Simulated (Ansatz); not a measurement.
Here is an Ansatz 0.2.0 calculation.

File input.yaml:

```yaml
crystal:
  lattice:
    - [0.0, 2.21814975, 2.21814975]
    - [2.21814975, 0.0, 2.21814975]
    - [2.21814975, 2.21814975, 0.0]
  atoms:
    - { symbol: Cd, position: [0.0, 0.0, 0.0], spin: 0.5, spin_axis: [1.0, 0.0, 0.0] }
kpoints:
  mp_grid: { grid: [8, 8, 8] }
scf:
  occupations: { method: fermi_dirac, width: 0.05 }
hamiltonian:
  xc: { exchange: pbe, correlation: lyp }
  pseudopotentials: { kind: all_electron, lapw: { basis_error: 0.001 } }
magnetization:
  noncollinear: true
output:
  forces: true
  stress: true
  eigenvalues: true
  populations: true
```

Potentials or basis: all-electron LAPW, scalar-relativistic.

The run is started by

```console
$ ansatz run input.yaml --threads 1 --pin off --max-ram 2560MiB --backend cpu --events-out ev --progress --plain --runs-dir out
```

Question: Estimate the net moment.

Answer: 0.00 μB per cell.

Question: Predict the absolute moment.

Answer: 0.00 μB per cell.

Question: Predict the pressure.

Answer: 7.3 GPa.

Question: Estimate the band gap on the k mesh.

Answer: None (metal or under the smearing width).

Moments on the atoms (μB; x, y, z):
```
Cd  0.00 0.00 0.00
```

Caveat: the starting moments weren't kept.
